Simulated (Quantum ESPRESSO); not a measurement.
# Ba (Im-3m) in Quantum ESPRESSO: further runs, part 2 of 3

Quantum ESPRESSO 7.5. Earlier steps stand in the parts before.

### 3 Projected density of states, PBEsol+D2, non-collinear spin, ferromagnetic start, spin-orbit coupling

Contents of pw.in:

```
&CONTROL
  calculation = 'scf'
  prefix = 'pwscf'
  outdir = './tmp'
  pseudo_dir = './pseudo'
  tprnfor = .true.
  tstress = .true.
  disk_io = 'low'
/
&SYSTEM
  ibrav = 0
  nat = 1
  ntyp = 1
  ecutwfc = 90
  nbnd = 26
  occupations = 'smearing'
  smearing = 'gaussian'
  degauss = 0.01469973
  noncolin = .true.
  lspinorb = .true.
  starting_magnetization(1) = 0.0501
  angle1(1) = 54.74
  angle2(1) = 45
  vdw_corr = 'grimme-d2'
/
&ELECTRONS
  conv_thr = 2d-10
  electron_maxstep = 120
  mixing_beta = 0.3
/
ATOMIC_SPECIES
Ba   137.3270 Ba.upf
CELL_PARAMETERS bohr
  -4.7365985314    4.7365985314    4.7365985314
   4.7365985314   -4.7365985314    4.7365985314
   4.7365985314    4.7365985314   -4.7365985314
ATOMIC_POSITIONS bohr
Ba     0.0000000000    0.0000000000    0.0000000000
K_POINTS automatic
4 4 4 0 0 0
```

Contents of nscf.in:

```
&CONTROL
  calculation = 'nscf'
  prefix = 'pwscf'
  outdir = './tmp'
  pseudo_dir = './pseudo'
  disk_io = 'low'
/
&SYSTEM
  ibrav = 0
  nat = 1
  ntyp = 1
  ecutwfc = 90
  nbnd = 26
  occupations = 'tetrahedra_opt'
  noncolin = .true.
  lspinorb = .true.
  starting_magnetization(1) = 0.0501
  angle1(1) = 54.74
  angle2(1) = 45
  vdw_corr = 'grimme-d2'
/
&ELECTRONS
  conv_thr = 1d-08
  electron_maxstep = 120
  mixing_beta = 0.3
/
ATOMIC_SPECIES
Ba   137.3270 Ba.upf
CELL_PARAMETERS bohr
  -4.7365985314    4.7365985314    4.7365985314
   4.7365985314   -4.7365985314    4.7365985314
   4.7365985314    4.7365985314   -4.7365985314
ATOMIC_POSITIONS bohr
Ba     0.0000000000    0.0000000000    0.0000000000
K_POINTS automatic
6 6 6 0 0 0
```

Contents of projwfc.in:

```
&PROJWFC
  prefix = 'pwscf'
  outdir = './tmp'
  filpdos = 'p'
  Emin = -9
  Emax = 16
  DeltaE = 0.05
/
```

Potentials or basis: PseudoDojo 0.4 FR PBEsol stringent.

Run with:

```bash
$ OMP_NUM_THREADS=1 pw.x -in pw.in > pw.out
$ OMP_NUM_THREADS=1 pw.x -in nscf.in > nscf.out
$ OMP_NUM_THREADS=1 projwfc.x -in projwfc.in > projwfc.out
```

pw.out:

```text
This program is part of the open-source Quantum ESPRESSO suite
     for quantum simulation of materials; please cite
         "P. Giannozzi et al., J. Phys.:Condens. Matter 21 395502 (2009);
         "P. Giannozzi et al., J. Phys.:Condens. Matter 29 465901 (2017);
         "P. Giannozzi et al., J. Chem. Phys. 152 154105 (2020);
     in publications or presentations arising from this work. More details at

     Fixed quantization axis for GGA:     0.577382    0.577382    0.577288
     Message from routine setup:
     using ibrav=0 with symmetry is DISCOURAGED, use correct ibrav instead

     G-vector sticks info
     --------------------
     sticks:   dense  smooth     PW     G-vecs:    dense   smooth      PW
     Sum        1821    1821    563                49181    49181    8589

     Using Slab Decomposition

     bravais-lattice index     =            0
     lattice parameter (alat)  =       8.2040  a.u.
     unit-cell volume          =     425.0693 (a.u.)^3
     number of atoms/cell      =            1
     number of atomic types    =            1
     number of electrons       =        10.00
     number of Kohn-Sham states=           26
     kinetic-energy cutoff     =      90.0000  Ry
     charge density cutoff     =     360.0000  Ry
     scf convergence threshold =      2.0E-10
     mixing beta               =       0.3000
     number of iterations used =            8  plain     mixing
     Exchange-correlation= PBESOL
                           (   1   4  10   8   0   0   0)
     Noncollinear calculation with spin-orbit

     celldm(1)=   8.204029  celldm(2)=   0.000000  celldm(3)=   0.000000
     celldm(4)=   0.000000  celldm(5)=   0.000000  celldm(6)=   0.000000

     crystal axes: (cart. coord. in units of alat)
               a(1) = (  -0.577350   0.577350   0.577350 )
               a(2) = (   0.577350  -0.577350   0.577350 )
               a(3) = (   0.577350   0.577350  -0.577350 )

     reciprocal axes: (cart. coord. in units 2 pi/alat)
               b(1) = ( -0.000000  0.866025  0.866025 )
               b(2) = (  0.866025 -0.000000  0.866025 )
               b(3) = (  0.866025  0.866025  0.000000 )

     PseudoPot. # 1 for Ba read from file:
     Ba.upf
     Pseudo is Norm-conserving + core correction, Zval = 10.0
     Generated using ONCVPSP code by D. R. Hamann
     Using radial grid of 1936 points, 10 beta functions with:
                l(1) =   0
[... 182 lines left out ...]
     4.8677   4.8677   6.4478   6.4479   7.0083   7.0083   8.9775   8.9775
     9.5740   9.5740  11.0278  11.0278  11.2553  11.2554  12.2316  12.2316
    13.3817  13.3818
[... 17 lines left out ...]
   -23.0276 -23.0275  -9.6312  -9.6312  -7.6164  -7.6164  -7.5455  -7.5455
     4.8591   4.8592   6.5215   6.5216   7.5666   7.5666   7.6719   7.6719
     8.6946   8.6947   9.3948   9.3948  12.6348  12.6349  15.1172  15.1173
    15.3469  15.3475

          k =-0.8660-0.2165-0.2165 (  6126 PWs)   bands (ev):

   -23.0084 -23.0084  -9.6961  -9.6961  -7.7402  -7.7402  -7.5916  -7.5916
     5.5430   5.5430   5.9513   5.9514   7.5340   7.5340   7.6759   7.6759
    10.1060  10.1060  10.7597  10.7598  11.8032  11.8032  12.5332  12.5333
    14.4897  14.4898

          k =-0.8660-0.8660-0.8660 (  6098 PWs)   bands (ev):

   -22.9922 -22.9922  -9.7381  -9.7381  -7.7292  -7.7292  -7.7292  -7.7292
     5.2388   5.2388   5.2389   5.2389   9.6917   9.6917  10.2108  10.2108
    10.2109  10.2109  10.4818  10.4818  10.4818  10.4818  10.6178  10.6178
    13.1806  13.1807

          k =-0.2165 0.0000 0.2165 (  6132 PWs)   bands (ev):

   -23.0466 -23.0465  -9.5700  -9.5700  -7.5659  -7.5659  -7.4078  -7.4078
     4.0157   4.0157   6.9153   6.9154   6.9205   6.9206   8.7262   8.7263
     8.7684   8.7684   9.0785   9.0786  12.8229  12.8229  13.8650  13.8650
    14.4193  14.4193

          k = 0.4330 0.0000-0.4330 (  6164 PWs)   bands (ev):

   -23.0246 -23.0246  -9.6593  -9.6593  -7.7413  -7.7413  -7.4441  -7.4441
     4.8677   4.8677   6.4478   6.4479   7.0083   7.0083   8.9775   8.9775
     9.5740   9.5740  11.0278  11.0278  11.2553  11.2554  12.2316  12.2316
    13.3817  13.3818

          k =-0.4330 0.2165 0.2165 (  6125 PWs)   bands (ev):

   -23.0246 -23.0246  -9.6529  -9.6529  -7.7074  -7.7074  -7.4931  -7.4931
     5.3196   5.3196   6.2476   6.2477   6.6307   6.6308   8.8232   8.8232
     9.4314   9.4314  10.7198  10.7198  11.7635  11.7636  13.2170  13.2170
    13.4208  13.4209

          k = 0.4330 0.2165-0.2165 (  6125 PWs)   bands (ev):

   -23.0246 -23.0246  -9.6529  -9.6529  -7.7074  -7.7074  -7.4931  -7.4931
     5.3196   5.3196   6.2476   6.2477   6.6307   6.6308   8.8232   8.8232
     9.4314   9.4314  10.7198  10.7198  11.7635  11.7636  13.2170  13.2170
    13.4208  13.4209

          k =-0.8660-0.2165 0.2165 (  6126 PWs)   bands (ev):

   -23.0084 -23.0084  -9.6961  -9.6961  -7.7402  -7.7402  -7.5916  -7.5916
     5.5430   5.5430   5.9513   5.9514   7.5340   7.5340   7.6759   7.6759
    10.1060  10.1060  10.7597  10.7598  11.8032  11.8032  12.5332  12.5333
    14.4897  14.4898

     the Fermi energy is     5.7879 ev

!    total energy              =     -56.32797180 Ry
     estimated scf accuracy    <          2.1E-11 Ry
     smearing contrib. (-TS)   =      -0.00118231 Ry
     internal energy E=F+TS    =     -56.32678949 Ry

     The total energy is F=E-TS. E is the sum of the following terms:
     one-electron contribution =     -13.20277295 Ry
     hartree contribution      =       8.57785101 Ry
     xc contribution           =     -13.16783660 Ry
     ewald contribution        =     -38.41610626 Ry
     Dispersion Correction     =      -0.11792468 Ry

     total magnetization       =     0.00     0.00     0.00 Bohr mag/cell
     absolute magnetization    =     0.00 Bohr mag/cell

     convergence has been achieved in   9 iterations

     Forces acting on atoms (cartesian axes, Ry/au):

     atom    1 type  1   force =     0.00000000    0.00000000    0.00000000

     Total force =     0.000000     Total SCF correction =     0.000000

     Computing stress (Cartesian axis) and pressure

          total   stress  (Ry/bohr**3)                   (kbar)     P=      -83.44
  -0.00056721   0.00000000   0.00000000          -83.44        0.00        0.00
   0.00000000  -0.00056721   0.00000000            0.00      -83.44        0.00
   0.00000000   0.00000000  -0.00056721            0.00        0.00      -83.44

=------------------------------------------------------------------------------=
   JOB DONE.
=------------------------------------------------------------------------------=
```

projwfc.out:

```text
This program is part of the open-source Quantum ESPRESSO suite
     for quantum simulation of materials; please cite
[... 5 lines left out ...]

     IMPORTANT: XC functional enforced from input :
     Exchange-correlation= PBESOL
                           (   1   4  10   8   0   0   0)
     Any further DFT definition will be discarded
     Please, verify this is what you really want
[... 32 lines left out ...]
     state #  10: atom   1 (Ba ), wfc  4 (l=0 j=0.5 m_j= 0.5)

[... projections at each k point ...]
Lowdin Charges:

     Atom #   1: total charge =   9.4333, s =  3.4419,
     Atom #   1: total charge =   9.4333, p =  5.9914,
     Spilling Parameter:   0.0567

=------------------------------------------------------------------------------=
   JOB DONE.
=------------------------------------------------------------------------------=
```

It took 3.9 min on 1 thread of Arm Neoverse V1, shared host; peak memory 0.24 GiB.

Results:

```yaml
Free_energy: -766.3811 eV
Pressure: -8.3 GPa
Band_gap_on_the_k_mesh: none (metal or under the smearing width)
Net_moment: 0.00 μB per cell
Absolute_moment: 0.00 μB per cell
```

Levels at points of the mesh, in eV from the Fermi level:
```
              k point  band 8  band 9  band 10  band 11  band 12  band 13
   (0.00, 0.00, 0.00)  -13.16   -2.78    -2.78     1.77     1.77     1.77
  (0.00, 0.00, -0.50)  -13.23   -0.92    -0.92     0.66     0.66     1.22
(-0.50, -0.50, -0.50)  -13.52   -0.55    -0.55    -0.55    -0.55     3.90
  (-0.50, 0.00, 0.50)  -13.23   -0.92    -0.92     0.66     0.66     1.22
```

States per cell in windows of 0.5 eV (zero at the Fermi level; states under -8 eV left out):
```
from (eV)  total  Ba#1 s_j0.5 wfc4  Ba#1 p_j1.5 wfc2  Ba#1 s_j0.5 wfc1  Ba#1 p_j0.5 wfc3
     -8.0   0.00              0.00              0.00              0.00              0.00
     -7.5   0.00              0.00              0.00              0.00              0.00
     -7.0   0.00              0.00              0.00              0.00              0.00
     -6.5   0.00              0.00              0.00              0.00              0.00
     -6.0   0.00              0.00              0.00              0.00              0.00
     -5.5   0.00              0.00              0.00              0.00              0.00
     -5.0   0.00              0.00              0.00              0.00              0.00
     -4.5   0.00              0.00              0.00              0.00              0.00
     -4.0   0.00              0.00              0.00              0.00              0.00
     -3.5   0.00              0.00              0.00              0.00              0.00
     -3.0   0.01              0.01              0.00              0.00              0.00
     -2.5   0.08              0.08              0.00              0.00              0.00
     -2.0   0.15              0.14              0.00              0.00              0.00
     -1.5   0.27              0.24              0.01              0.00              0.00
     -1.0   0.62              0.49              0.01              0.00              0.00
     -0.5   0.92              0.44              0.01              0.00              0.00
      0.0   0.49              0.05              0.00              0.00              0.00
      0.5   1.85              0.04              0.00              0.00              0.00
      1.0   1.13              0.02              0.00              0.00              0.00
      1.5   0.35              0.02              0.00              0.00              0.00
      2.0   0.54              0.03              0.00              0.00              0.00
      2.5   0.97              0.02              0.00              0.00              0.00
      3.0   1.14              0.03              0.00              0.00              0.00
      3.5   1.76              0.05              0.00              0.00              0.00
      4.0   0.51              0.02              0.00              0.00              0.00
      4.5   0.69              0.06              0.00              0.00              0.00
      5.0   0.44              0.01              0.00              0.00              0.00
      5.5   0.35              0.04              0.00              0.00              0.00
      6.0   1.01              0.08              0.00              0.00              0.00
      6.5   1.04              0.02              0.00              0.00              0.00
      7.0   0.90              0.01              0.00              0.00              0.00
      7.5   0.97              0.01              0.00              0.00              0.00
```

Moments on the atoms (μB; x, y, z):
```
Ba  0.00 0.00 0.00
```

Caveat: the k mesh is coarse (spacing up to 0.44 Å⁻¹), so the values aren't converged; D2 keeps the scale fitted for PBE; non-collinear GGA energies in this program can be off by tens of meV an atom and hang on the start; pairwise dispersion overbinds metals, which lowers pressure and volume.

### 4 Band structure, revPBE+D3(BJ), collinear spin, ferromagnetic start

Contents of pw.in:

```
&CONTROL
  calculation = 'scf'
  prefix = 'pwscf'
  outdir = './tmp'
  pseudo_dir = './pseudo'
  tprnfor = .true.
  tstress = .true.
  disk_io = 'low'
/
&SYSTEM
  ibrav = 0
  A = 4.34138535
  nat = 1
  ntyp = 1
  ecutwfc = 36
  ecutrho = 216
  nbnd = 13
  input_dft = 'revpbe'
  occupations = 'smearing'
  smearing = 'fd'
  degauss = 0.00183747
  nspin = 2
  starting_magnetization(1) = 0.05
  tot_magnetization = 0.2
  vdw_corr = 'grimme-d3'
  dftd3_version = 4
/
&ELECTRONS
  conv_thr = 2d-10
  electron_maxstep = 120
  mixing_beta = 0.3
/
ATOMIC_SPECIES
Ba   137.3270 Ba.GGA_PBE-JTH.UPF
CELL_PARAMETERS alat
  -0.5773502691    0.5773502691    0.5773502691
   0.5773502691   -0.5773502691    0.5773502691
   0.5773502691    0.5773502691   -0.5773502691
ATOMIC_POSITIONS alat
Ba     0.0000000000    0.0000000000    0.0000000000
K_POINTS automatic
8 8 8 0 0 0
```

Contents of bands.in:

```
&CONTROL
  calculation = 'bands'
  prefix = 'pwscf'
  outdir = './tmp'
  pseudo_dir = './pseudo'
  disk_io = 'low'
  verbosity = 'high'
/
&SYSTEM
  ibrav = 0
  A = 4.34138535
  nat = 1
  ntyp = 1
  ecutwfc = 36
  ecutrho = 216
  nbnd = 13
  input_dft = 'revpbe'
  occupations = 'smearing'
  smearing = 'fd'
  degauss = 0.00183747
  nspin = 2
  starting_magnetization(1) = 0.05
  tot_magnetization = 0.2
  vdw_corr = 'grimme-d3'
  dftd3_version = 4
/
&ELECTRONS
  conv_thr = 1d-08
  electron_maxstep = 120
  mixing_beta = 0.3
  diago_full_acc = .true.
/
ATOMIC_SPECIES
Ba   137.3270 Ba.GGA_PBE-JTH.UPF
CELL_PARAMETERS alat
  -0.5773502691    0.5773502691    0.5773502691
   0.5773502691   -0.5773502691    0.5773502691
   0.5773502691    0.5773502691   -0.5773502691
ATOMIC_POSITIONS alat
Ba     0.0000000000    0.0000000000    0.0000000000
K_POINTS crystal
60
 0.0000000000  0.0000000000  0.0000000000 1
 0.0416666667 -0.0416666667  0.0416666667 1
 0.0833333333 -0.0833333333  0.0833333333 1
 0.1250000000 -0.1250000000  0.1250000000 1
 0.1666666667 -0.1666666667  0.1666666667 1
 0.2083333333 -0.2083333333  0.2083333333 1
 0.2500000000 -0.2500000000  0.2500000000 1
 0.2916666667 -0.2916666667  0.2916666667 1
 0.3333333333 -0.3333333333  0.3333333333 1
 0.3750000000 -0.3750000000  0.3750000000 1
 0.4166666667 -0.4166666667  0.4166666667 1
 0.4583333333 -0.4583333333  0.4583333333 1
 0.5000000000 -0.5000000000  0.5000000000 1
 0.4375000000 -0.4375000000  0.5000000000 1
 0.3750000000 -0.3750000000  0.5000000000 1
 0.3125000000 -0.3125000000  0.5000000000 1
 0.2500000000 -0.2500000000  0.5000000000 1
 0.1875000000 -0.1875000000  0.5000000000 1
 0.1250000000 -0.1250000000  0.5000000000 1
 0.0625000000 -0.0625000000  0.5000000000 1
 0.0000000000  0.0000000000  0.5000000000 1
 0.0000000000  0.0000000000  0.4444444444 1
 0.0000000000  0.0000000000  0.3888888889 1
 0.0000000000  0.0000000000  0.3333333333 1
 0.0000000000  0.0000000000  0.2777777778 1
 0.0000000000  0.0000000000  0.2222222222 1
 0.0000000000  0.0000000000  0.1666666667 1
 0.0000000000  0.0000000000  0.1111111111 1
 0.0000000000  0.0000000000  0.0555555556 1
 0.0000000000  0.0000000000  0.0000000000 1
 0.0227272727  0.0227272727  0.0227272727 1
 0.0454545455  0.0454545455  0.0454545455 1
 0.0681818182  0.0681818182  0.0681818182 1
 0.0909090909  0.0909090909  0.0909090909 1
 0.1136363636  0.1136363636  0.1136363636 1
 0.1363636364  0.1363636364  0.1363636364 1
 0.1590909091  0.1590909091  0.1590909091 1
 0.1818181818  0.1818181818  0.1818181818 1
 0.2045454545  0.2045454545  0.2045454545 1
 0.2272727273  0.2272727273  0.2272727273 1
 0.2500000000  0.2500000000  0.2500000000 1
 0.2708333333  0.1875000000  0.2708333333 1
 0.2916666667  0.1250000000  0.2916666667 1
 0.3125000000  0.0625000000  0.3125000000 1
 0.3333333333  0.0000000000  0.3333333333 1
 0.3541666667 -0.0625000000  0.3541666667 1
 0.3750000000 -0.1250000000  0.3750000000 1
 0.3958333333 -0.1875000000  0.3958333333 1
 0.4166666667 -0.2500000000  0.4166666667 1
 0.4375000000 -0.3125000000  0.4375000000 1
 0.4583333333 -0.3750000000  0.4583333333 1
 0.4791666667 -0.4375000000  0.4791666667 1
 0.5000000000 -0.5000000000  0.5000000000 1
 0.2500000000  0.2500000000  0.2500000000 1
 0.2083333333  0.2083333333  0.2916666667 1
 0.1666666667  0.1666666667  0.3333333333 1
 0.1250000000  0.1250000000  0.3750000000 1
 0.0833333333  0.0833333333  0.4166666667 1
 0.0416666667  0.0416666667  0.4583333333 1
 0.0000000000  0.0000000000  0.5000000000 1
```

Potentials or basis: JTH 2.0 PBE.

Run with:

```bash
$ OMP_NUM_THREADS=1 pw.x -in pw.in > pw.out
$ OMP_NUM_THREADS=1 pw.x -in bands.in > bands.out
```

Wall time 40 s (1 thread of Arm Neoverse V1, shared host); peak memory 0.13 GiB.

Results (log left out):

| Property | Result |
| --- | --- |
| Free energy | -5941.7448 eV |
| Pressure | -0.2 GPa |
| Net moment | 0.20 μB per cell |
| Absolute moment | 0.20 μB per cell |
| Site moments | Ba +0.10 μB |
| Valence electrons inside the program's atomic spheres | Ba 8.80 |

Caveat: the potentials were made for another functional, which shifts forces and pressure; this set's barium file shifts pressures by 1.5 GPa and gaps by 0.1 eV against other sets; the cutoff is low for these files, which shifts pressure and relaxed volume; the total moment is fixed, so each spin has its own Fermi level.

(Continued in part 3 of 3.)
